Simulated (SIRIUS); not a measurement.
# MoSi2: changing the Hubbard U on Mo d

Symmetry: I4/mmm, No. 139, tetragonal system. The conventional cell has a = 3.200 Å, b = 3.200 Å, c = 7.861 Å, α = 90.00°, β = 90.00°, γ = 90.00°. Around Mo (site symmetry 4/mmm) lie 10 Si at 2.62 Å. Si (site symmetry 4mm) has 5 Si at 2.61 to 2.63 Å and 5 Mo at 2.62 Å as nearest neighbours.

Kept alike: task single point; functional PBE; k mesh 8 × 8 × 8; occupations fermi-dirac, width 0.05 eV; no spin polarisation. Program: SIRIUS, PseudoDojo 0.4.1 PBE standard (scalar relativistic), cutoff 1102 eV. The mesh is that of the run's cell of 3 atoms. No spin-orbit coupling.

```csv
"Hubbard U on Mo d, U (eV)",pressure (GPa)
0,2.31
2,1.71
4,1.22
6,1.16
8,1.75
```

Pressure is positive in compression; the values hold the error of the finite cutoff, so their zero can differ a little from the energy's minimum. U acts here on a shell without spin polarisation. The pressure doesn't move evenly along the series, which may be noise of the runs. How U acts hangs on the program's projectors.

**Question.** What does the Hubbard U on Mo d change here?

**Answer.** The pressure runs from 1.16 (6) to 2.31 GPa (0).
